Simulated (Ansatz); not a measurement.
# One atom moved over a plane in Ru

The calculation used DFT PBE, scalar-relativistic, plane waves, PAW in Ansatz. Cutoff 420 eV, Γ-centred 24×24×14 k-points, Gaussian smearing of 0.15 eV. No spin polarisation. Energies are free energies at this smearing, counted from the undisturbed cell; pressure is positive in compression.

Reference structure (relaxed at this level; with this scan's settings it stands at 0.1 GPa):

```
Ru
1.0
     2.72003    0.00000    0.00000
    -1.36001    2.35561    0.00000
     0.00000    0.00000    4.29677
Ru
2
Direct
  0.33333 0.66667 0.25000
  0.66667 0.33333 0.75000
```

Atom 1 (Ru) is moved by p along (1.000, 0.000, 0.000) and q along (0.000, 0.000, 1.000) (Å), all else fixed. Points are written (p, q).

Energy above the undisturbed cell in eV/cell (a dash: not computed):

| p \ q | -0.450 | -0.225 | 0.000 | 0.225 | 0.450 |
| --- | --- | --- | --- | --- | --- |
| -0.450 | 2.42 | 1.00 | 0.63 | 1.00 | 2.42 |
| -0.225 | 1.75 | 0.49 | 0.17 | 0.49 | 1.75 |
| 0.000 | 1.53 | 0.32 | 0.00 | 0.32 | 1.53 |
| 0.225 | 1.75 | 0.49 | 0.17 | 0.49 | 1.75 |
| 0.450 | 2.42 | 1.00 | 0.63 | 1.00 | 2.42 |

Pressure in GPa:

```
 p \ q  -0.450  -0.225  0.000  0.225  0.450
-0.450    49.7    18.3    8.6   18.3   49.7
-0.225    40.5    11.5    2.4   11.5   40.5
 0.000    37.4     9.0    0.1    9.0   37.4
 0.225    40.5    11.5    2.4   11.5   40.5
 0.450    49.7    18.3    8.6   18.3   49.7
```